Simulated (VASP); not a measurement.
## Relaxed cell of ZnO (zincite): a test of cutoff and mesh

How far does the relaxed cell of ZnO (zincite) depend on cutoff and k mesh? The starting structure is a measured crystal structure from the Crystallography Open Database. The first relaxation on each setting starts from this cell expanded by 3 % in volume.

Method: Kohn-Sham DFT with plane waves and PAW; PBEsol, in VASP 6.6.1.

## Step 1: Starting point

Symmetry: P6_3mc, No. 186, hexagonal system. The conventional cell has a = 3.249 Å, b = 3.249 Å, c = 5.206 Å, α = 90.00°, β = 90.00°, γ = 120.00°. Nearest to Zn lie 4 O at 1.97 to 1.98 Å. O has 4 Zn at 1.97 to 1.98 Å nearest. Farther neighbours and most contacts between anions are not listed.

Coordinates:

```cif
data_structure
_symmetry_space_group_name_H-M 'P 1'
_symmetry_Int_Tables_number 1
_cell_length_a 3.2493
_cell_length_b 3.2493
_cell_length_c 5.2057
_cell_angle_alpha 90.000
_cell_angle_beta 90.000
_cell_angle_gamma 120.000
_cell_volume 47.60
loop_
_atom_site_label
_atom_site_type_symbol
_atom_site_fract_x
_atom_site_fract_y
_atom_site_fract_z
_atom_site_occupancy
Zn1 Zn 0.66667 0.33333 0.00000 1
Zn2 Zn 0.33333 0.66667 0.50000 1
O3 O 0.33333 0.66667 0.87901 1
O4 O 0.66667 0.33333 0.37901 1
```

## Step 2: Reference relaxation

This run starts from the cell of an earlier relaxation, which isn't shown; the restart sets up the plane waves anew.

Contents of INCAR:

```
SYSTEM = ZnO
PREC = Accurate
ENCUT = 520
EDIFF = 1E-06
NELM = 100
ISMEAR = 0
SIGMA = 0.03
LREAL = .FALSE.
ALGO = Normal
GGA = PS
NBANDS = 24
LORBIT = 11
LWAVE = .FALSE.
LCHARG = .FALSE.
KPAR = 8
IBRION = 2
NSW = 50
ISIF = 3
EDIFFG = -0.006
```

Contents of POSCAR:

```
ZnO
1.0
    3.2390860630      0.0000000000      0.0000000000
   -1.6195430316      2.8051308156      0.0000000000
    0.0000000000      0.0000000000      5.2233232250
Zn O
2 2
Direct
    0.6666666667      0.3333333333      0.9998456408
    0.3333333333      0.6666666667      0.4998456408
    0.3333333333      0.6666666667      0.8791643592
    0.6666666667      0.3333333333      0.3791643592
```

Contents of KPOINTS:

```
Automatic mesh
0
Gamma
8 8 4
0 0 0
```

The projector-augmented-wave data sets are Zn and O (PBE family, release 64).

Command:

```sh
mpirun -np 8 vasp_std
```

Output:

```text
[banner, memory and clock lines left out]
running    8 mpi-ranks, on    1 nodes
 distrk:  each k-point on    1 cores,    8 groups
 distr:  one band on    1 cores,    1 groups

 POSCAR found type information on POSCAR ZnO
 POSCAR found :  2 types and       4 ions
|                                                                             |
|           W    W    AA    RRRRR   N    N  II  N    N   GGGG   !!!           |
|           W    W   A  A   R    R  NN   N  II  NN   N  G    G  !!!           |
|           W    W  A    A  R    R  N N  N  II  N N  N  G       !!!           |
|           W WW W  AAAAAA  RRRRR   N  N N  II  N  N N  G  GGG   !            |
|           WW  WW  A    A  R   R   N   NN  II  N   NN  G    G                |
|           W    W  A    A  R    R  N    N  II  N    N   GGGG   !!!           |
|                                                                             |
|     For optimal performance we recommend to set                             |
|       NCORE = 2 up to number-of-cores-per-socket                            |
|     NCORE specifies how many cores store one orbital (NPAR=cpu/NCORE).      |
|     This setting can greatly improve the performance of VASP for DFT.       |
|     The default, NCORE=1 might be grossly inefficient on modern             |
|     multi-core architectures or massively parallel machines. Do your        |
|     Unfortunately you need to use the default for GW and RPA                |
|     calculations (for HF NCORE is supported but not extensively tested      |
|     yet).                                                                   |
|                                                                             |

|                                                                             |
|               ----> ADVICE to this user running VASP <----                  |
|                                                                             |
|     You enforced a specific xc type in the INCAR file but a different       |
|     [... a line on the potential file left out ...]
|     I HOPE YOU KNOW WHAT YOU ARE DOING!                                     |
|                                                                             |

 LDA part: xc-table for (Slater+PW92), standard interpolation
 POSCAR, INCAR and KPOINTS ok, starting setup
 FFT: planning ... GRIDC
 FFT: planning ... GRID_SOFT
 FFT: planning ... GRID
 WAVECAR not read
 entering main loop
       N       E                     dE             d eps       ncg     rms          rms(c)
DAV:   1     0.277796646442E+03    0.27780E+03   -0.18751E+04  1464   0.218E+03
DAV:   2     0.464765761747E+01   -0.27315E+03   -0.25955E+03  1568   0.424E+02
DAV:   3    -0.218134015178E+02   -0.26461E+02   -0.26249E+02  1720   0.138E+02
DAV:   4    -0.222090305372E+02   -0.39563E+00   -0.39549E+00  1584   0.179E+01
DAV:   5    -0.222114553045E+02   -0.24248E-02   -0.24247E-02  1728   0.133E+00    0.141E+01
DAV:   6    -0.193102946359E+02    0.29012E+01   -0.77744E+00  2528   0.654E+01    0.911E+00
DAV:   7    -0.194511697167E+02   -0.14088E+00   -0.23544E+00  1512   0.169E+01    0.538E+00
DAV:   8    -0.194536593711E+02   -0.24897E-02   -0.58182E-01  2024   0.734E+00    0.161E+00
DAV:   9    -0.194054055088E+02    0.48254E-01   -0.10924E-01  2168   0.640E+00    0.355E-01
DAV:  10    -0.194073542414E+02   -0.19487E-02   -0.40535E-02  1472   0.144E+00    0.122E-01
DAV:  11    -0.194073132202E+02    0.41021E-04   -0.89733E-04  1880   0.323E-01    0.276E-02
DAV:  12    -0.194073420485E+02   -0.28828E-04   -0.43222E-05  1808   0.918E-02    0.246E-02
DAV:  13    -0.194073374573E+02    0.45911E-05   -0.12461E-05  2016   0.676E-02    0.921E-03
DAV:  14    -0.194073367434E+02    0.71391E-06   -0.57549E-06  1544   0.262E-02
   1 F= -.19407337E+02 E0= -.19407337E+02  d E =-.194073E+02
 curvature:   0.00 expect dE= 0.000E+00 dE for cont linesearch  0.000E+00
 trial: gam= 0.00000 g(F)=  0.319E-05 g(S)=  0.205E-04 ort = 0.000E+00 (trialstep = 0.100E+01)
 search vector abs. value=  0.237E-04
 bond charge predicted
       N       E                     dE             d eps       ncg     rms          rms(c)
DAV:   1    -0.194075873678E+02   -0.24991E-03   -0.43174E-03  1744   0.113E+00    0.117E-01
DAV:   2    -0.194073693859E+02    0.21798E-03   -0.90424E-04  1752   0.590E-01    0.431E-02
DAV:   3    -0.194073485690E+02    0.20817E-04   -0.18296E-05  2032   0.954E-02    0.242E-02
DAV:   4    -0.194073403448E+02    0.82242E-05   -0.11693E-05  2144   0.466E-02    0.332E-03
DAV:   5    -0.194073402989E+02    0.45945E-07   -0.20836E-06   976   0.155E-02
   2 F= -.19407340E+02 E0= -.19407340E+02  d E =-.355544E-05
 trial-energy change:   -0.000004  1 .order   -0.000011   -0.000024    0.000002
 step:   0.4929(harm=  0.9347)  dis= 0.00010  next Energy=   -19.407342 (dE=-0.495E-05)
 reached required accuracy - stopping structural energy minimisation
```

Run time: 4.8 s. Hardware: 8 MPI ranks of Intel Xeon Platinum 8559C (Emerald Rapids), shared host; peak memory 1.4 GiB; 32 s of CPU time.

Lines that name or quote the potential files are left out of all logs, and their timing lines are given in words.

Parts of OUTCAR (step 2):

```text
ion  position               nearest neighbor table
   1  0.667  0.333  1.000-   3 1.97   3 1.97   3 1.97   4 1.98
   2  0.333  0.667  0.500-   4 1.97   4 1.97   4 1.97   3 1.98
   3  0.333  0.667  0.879-   1 1.97   1 1.97   1 1.97   2 1.98
   4  0.667  0.333  0.379-   2 1.97   2 1.97   2 1.97   1 1.98

  LATTYP: Found a hexagonal cell.
 ALAT       =     3.2390860630
 C/A-ratio  =     1.6125916766

 Subroutine GETGRP returns: Found 12 space group operations
 (whereof  6 operations were pure point group operations)

The static configuration has the point symmetry C_3v.
 The point group associated with its full space group is C_6v.

 Found     30 irreducible k-points:

   k-points           NKPTS =     30   k-points in BZ     NKDIM =     30   number of bands    NBANDS=     24

   dimension x,y,z NGX =    24 NGY =   24 NGZ =   40
   dimension x,y,z NGXF=    48 NGYF=   48 NGZF=   80

   ENCUT  =  520.0 eV  38.22 Ry    6.18 a.u.   6.02  6.02  9.71*2*pi/ulx,y,z

   NELECT =      36.0000    total number of electrons

 k-points in reciprocal lattice and weights: Automatic mesh
   0.00000000  0.00000000  0.00000000       0.004
   0.12500000 -0.00000000  0.00000000       0.023
   0.25000000 -0.00000000  0.00000000       0.023
   0.37500000 -0.00000000  0.00000000       0.023
   0.50000000 -0.00000000  0.00000000       0.012
   0.12500000  0.12500000  0.00000000       0.023
   0.25000000  0.12500000  0.00000000       0.047
   0.37500000  0.12500000  0.00000000       0.047
   0.25000000  0.25000000  0.00000000       0.023
[...]
0.25000000  0.25000000  0.50000000       0.023
   0.37500000  0.25000000  0.50000000       0.023

 average (electrostatic) potential at core
       1 -35.6234       2 -35.6234       3 -73.1701       4 -73.1701

 E-fermi :   1.2142

 k-point     1 :       0.0000    0.0000    0.0000
  band No.  band energies     occupation
    ...
     14       0.2833      2.00000
     15       0.2833      2.00000
     16       0.9959      2.00000
     17       1.0880      2.00000
     18       1.0880      2.00000
     19       1.7682      0.00000
     20       6.2135      0.00000
     21       9.1711      0.00000
     22      13.8773      0.00000
     23      13.8773      0.00000
    ...

 k-point     2 :       0.1250   -0.0000    0.0000
  band No.  band energies     occupation
    ...
     14      -0.2797      2.00000
     15       0.0750      2.00000
     16       0.2645      2.00000
     17       0.8909      2.00000
     18       0.9755      2.00000
     19       2.8027      0.00000
     20       6.8469      0.00000
     21       9.1573      0.00000
     22      12.4515      0.00000
     23      14.0278      0.00000
    ...

 k-point     3 :       0.2500   -0.0000    0.0000
  band No.  band energies     occupation
    ...
     14      -1.4385      2.00000
     15      -0.6427      2.00000
     16      -0.4290      2.00000
     17       0.5659      2.00000
     18       0.6868      2.00000
     19       4.2590      0.00000
     20       8.0537      0.00000
     21       9.0822      0.00000
     22      10.6031      0.00000
     23      12.5952      0.00000
    ...

  Total        0.0052041      0.0052041      0.0173121     -0.0000000      0.0000000      0.0000000
  in kB        0.1758205      0.1758205      0.5848907     -0.0000000      0.0000000      0.0000000
  external PRESSURE =       0.3121772 kB  Pullay stress =       0.0000000 kB

  energy-cutoff  :      520.00
  volume of cell :       47.42
      direct lattice vectors                 reciprocal lattice vectors
     3.237961597  0.000000000  0.000000000     0.308836276  0.178306707  0.000000000
    -1.618980799  2.804157000 -0.000000000    -0.000000000  0.356613414  0.000000000
    -0.000000000 -0.000000000  5.222901545    -0.000000000  0.000000000  0.191464455

 POSITION                                       TOTAL-FORCE (eV/Angst)
 -----------------------------------------------------------------------------------
      1.61898      0.93472      5.22229        -0.000000     -0.000000      0.004273
     -0.00000      1.86944      2.61084        -0.000000     -0.000000      0.004273
     -0.00000      1.86944      4.59159         0.000000      0.000000     -0.004273
      1.61898      0.93472      1.98014         0.000000      0.000000     -0.004273
 -----------------------------------------------------------------------------------
    total drift:                                0.000000      0.000000     -0.000717

  FREE ENERGIE OF THE ION-ELECTRON SYSTEM (eV)
  ---------------------------------------------------
  free  energy   TOTEN  =       -19.4073402989 eV

  energy  without entropy=      -19.4073402989  energy(sigma->0) =      -19.40734030

 reached required accuracy - stopping structural energy minimisation

 total charge
# of ion       s       p       d       tot
------------------------------------------
    1        0.464   0.498   9.904  10.866
    2        0.464   0.498   9.904  10.866
    3        1.544   3.439   0.000   4.984
    4        1.544   3.439   0.000   4.984
--------------------------------------------------
tot          4.016   7.875  19.808  31.699

[... 3 further parts left out ...]
```

CONTCAR:

```
ZnO
   1.00000000000000
     3.2379615974987606    0.0000000000000401    0.0000000000000000
    -1.6189807988493110    2.8041569999102300   -0.0000000000000000
    -0.0000000000000000   -0.0000000000000000    5.2229015454785310
  Zn              O
     2     2
Direct
     0.6666666667000030    0.3333333332999970    0.9998832156960894
     0.3333333332999970    0.6666666667000030    0.4998832156960894
     0.3333333332999970    0.6666666667000030    0.8791267843039045
     0.6666666667000030    0.3333333332999970    0.3791267843039045
```

The PAW data sets were made with PBE, which is usual practice but a small mismatch for other functionals. The run keeps the 12 symmetry operations of its start, so it cannot find a distortion of lower symmetry.

The reference relaxation ends at 11.856 Å³ an atom.

## Step 3: Relaxation with a cutoff of 400 eV

Against step 2 the input has ENCUT = 400. This run starts from the cell of an earlier relaxation, which isn't shown; the restart sets up the plane waves anew.

INCAR, as its differences from that of step 2:

```diff
@@ -2,3 +2,3 @@
 PREC = Accurate
-ENCUT = 520
+ENCUT = 400
 EDIFF = 1E-06
```

Contents of POSCAR:

```
ZnO
1.0
    3.2172766112      0.0000000000      0.0000000000
   -1.6086383057      2.7862432763      0.0000000000
    0.0000000000      0.0000000000      5.1784336135
Zn O
2 2
Direct
    0.6666666667      0.3333333333      0.9995920757
    0.3333333333      0.6666666667      0.4995920757
    0.3333333333      0.6666666667      0.8794179243
    0.6666666667      0.3333333333      0.3794179243
```

KPOINTS is that of step 2.

Command:

```sh
mpirun -np 8 vasp_std
```

Output:

```text
[banner, memory and clock lines left out]
running    8 mpi-ranks, on    1 nodes
[...]
[... a notice as in an earlier step ...]

 [... a notice as in an earlier step ...]

 LDA part: xc-table for (Slater+PW92), standard interpolation
 POSCAR, INCAR and KPOINTS ok, starting setup
[...]
entering main loop
       N       E                     dE             d eps       ncg     rms          rms(c)
DAV:   1     0.249461375156E+03    0.24946E+03   -0.15873E+04  1440   0.184E+03
DAV:   2     0.606125818495E+00   -0.24886E+03   -0.23793E+03  1584   0.382E+02
DAV:   3    -0.218753000956E+02   -0.22481E+02   -0.22325E+02  1600   0.125E+02
DAV:   4    -0.221694143547E+02   -0.29411E+00   -0.29398E+00  1720   0.154E+01
[...]
DAV:  12    -0.194210630323E+02   -0.29400E-04   -0.60200E-05  2024   0.163E-01    0.229E-02
DAV:  13    -0.194210587434E+02    0.42890E-05   -0.13430E-05  2040   0.919E-02    0.888E-03
DAV:  14    -0.194210583865E+02    0.35690E-06   -0.65568E-06  1528   0.277E-02
   1 F= -.19421058E+02 E0= -.19421058E+02  d E =-.194211E+02
[... from here on, the cycles between the ionic steps are left out ...]
   2 F= -.19420874E+02 E0= -.19420874E+02  d E =0.184320E-03
   3 F= -.19422925E+02 E0= -.19422925E+02  d E =-.186631E-02
   4 F= -.19422929E+02 E0= -.19422929E+02  d E =-.187109E-02
   5 F= -.19422925E+02 E0= -.19422925E+02  d E =-.186614E-02
   6 F= -.19422943E+02 E0= -.19422943E+02  d E =-.188146E-04
   7 F= -.19422972E+02 E0= -.19422972E+02  d E =-.478716E-04
   8 F= -.19422980E+02 E0= -.19422980E+02  d E =-.789717E-05
 trial-energy change:   -0.000008  1 .order   -0.000014   -0.000020   -0.000008
 step:   0.4606(harm=  0.4606)  dis= 0.00036  next Energy=   -19.422989 (dE=-0.166E-04)
 reached required accuracy - stopping structural energy minimisation
```

It took 17 s on 8 MPI ranks; peak memory 1.4 GiB.

Parts of OUTCAR (step 3):

```text
  Total        0.0209515      0.0209515      0.0092129     -0.0000000      0.0000000      0.0000000
  in kB        0.7291584      0.7291584      0.3206297     -0.0000000      0.0000000      0.0000000
  external PRESSURE =       0.5929822 kB  Pullay stress =       0.0000000 kB

 POSITION                                       TOTAL-FORCE (eV/Angst)
 -----------------------------------------------------------------------------------
      1.60304      0.92552      5.17124        -0.000000      0.000000      0.002491
     -0.00000      1.85104      2.58546         0.000000      0.000000      0.002491
     -0.00000      1.85104      4.54619         0.000000     -0.000000     -0.002491
      1.60304      0.92552      1.96041        -0.000000     -0.000000     -0.002491
 -----------------------------------------------------------------------------------
    total drift:                                0.000001      0.000001     -0.000885

  FREE ENERGIE OF THE ION-ELECTRON SYSTEM (eV)
  ---------------------------------------------------
  free  energy   TOTEN  =       -19.4229803002 eV

  energy  without entropy=      -19.4229803002  energy(sigma->0) =      -19.42298030

[... 2 parts as in an earlier step ...]

[... 2 further parts left out ...]
[key lines of the parts left out:]
E-fermi :   1.4950
```

With a cutoff of 400 eV the cell ends at 11.509 Å³ an atom, -2.92 % from the reference.

## Step 4: Relaxation with a 4×4×3 mesh

Against step 2 the input has a 4×4×3 mesh (also changed: KPAR and NCORE). This run starts from the cell of an earlier relaxation, which isn't shown; the restart sets up the plane waves anew.

INCAR, as its differences from that of step 3:

```diff
@@ -2,3 +2,3 @@
 PREC = Accurate
-ENCUT = 400
+ENCUT = 520
 EDIFF = 1E-06
@@ -14,3 +14,4 @@
 LCHARG = .FALSE.
-KPAR = 8
+KPAR = 4
+NCORE = 2
 IBRION = 2
```

Contents of POSCAR:

```
ZnO
1.0
    3.2413332443      0.0000000000      0.0000000000
   -1.6206666222      2.8070769317      0.0000000000
    0.0000000000      0.0000000000      5.2160082280
Zn O
2 2
Direct
    0.6666666667      0.3333333333      0.9996097563
    0.3333333333      0.6666666667      0.4996097563
    0.3333333333      0.6666666667      0.8794002437
    0.6666666667      0.3333333333      0.3794002437
```

Contents of KPOINTS:

```
Automatic mesh
0
Gamma
4 4 3
0 0 0
```

Command:

```sh
mpirun -np 8 vasp_std
```

Output:

```text
[banner, memory and clock lines left out]
running    8 mpi-ranks, on    1 nodes
[...]
[... a notice as in an earlier step ...]

 LDA part: xc-table for (Slater+PW92), standard interpolation
 POSCAR, INCAR and KPOINTS ok, starting setup
[...]
entering main loop
       N       E                     dE             d eps       ncg     rms          rms(c)
DAV:   1     0.280448506427E+03    0.28045E+03   -0.18509E+04   392   0.214E+03
DAV:   2     0.472095583920E+01   -0.27573E+03   -0.26034E+03   416   0.419E+02
DAV:   3    -0.217959629910E+02   -0.26517E+02   -0.26285E+02   432   0.137E+02
DAV:   4    -0.222018448111E+02   -0.40588E+00   -0.40571E+00   464   0.181E+01
[...]
DAV:  13    -0.193817638738E+02    0.49506E-05   -0.95708E-06   464   0.283E-02    0.106E-02
DAV:  14    -0.193817622080E+02    0.16658E-05   -0.35647E-06   448   0.223E-02    0.322E-03
DAV:  15    -0.193817620201E+02    0.18785E-06   -0.14952E-06   280   0.123E-02
   1 F= -.19381762E+02 E0= -.19381762E+02  d E =-.193818E+02
[...]
reached required accuracy - stopping structural energy minimisation
```

Run time: 3.2 s. Hardware: 8 MPI ranks; peak memory 1.2 GiB; 17 s of CPU time.

OUTCAR, selected parts (step 4):

```text
  Total       -0.0002937     -0.0002937      0.0179991      0.0000000      0.0000000      0.0000000
  in kB       -0.0099153     -0.0099153      0.6076384      0.0000000      0.0000000      0.0000000
  external PRESSURE =       0.1959359 kB  Pullay stress =       0.0000000 kB

 POSITION                                       TOTAL-FORCE (eV/Angst)
 -----------------------------------------------------------------------------------
      1.62067      0.93569      5.21397         0.000000      0.000000      0.005079
     -0.00000      1.87138      2.60597        -0.000000      0.000000      0.005079
     -0.00000      1.87138      4.58696        -0.000000      0.000000     -0.005079
      1.62067      0.93569      1.97895         0.000000      0.000000     -0.005079
 -----------------------------------------------------------------------------------
    total drift:                                0.000000      0.000000     -0.001446

  FREE ENERGIE OF THE ION-ELECTRON SYSTEM (eV)
  ---------------------------------------------------
  free  energy   TOTEN  =       -19.3817620201 eV

  energy  without entropy=      -19.3817620201  energy(sigma->0) =      -19.38176202

[... 1 part as in an earlier step ...]

[... 3 further parts left out ...]
[key lines of the parts left out:]
E-fermi :   1.2562
```

With a 4×4×3 mesh the cell ends at 11.865 Å³ an atom, +0.08 % from the reference.

[end of part 1 of 2]

[Lines on the potential files, build, host, timing and source positions are cut from VASP's logs without a mark.]

[Logs are printed without paths, hosts, clocks, repeated set-up lines and the standing remarks that a program may print on its own settings, such as how far it seeks lower states.]

[Hosts, paths, dates, database ids (printed as entryN), source tags and the programs' standing remarks are cut or masked in the printed files.]
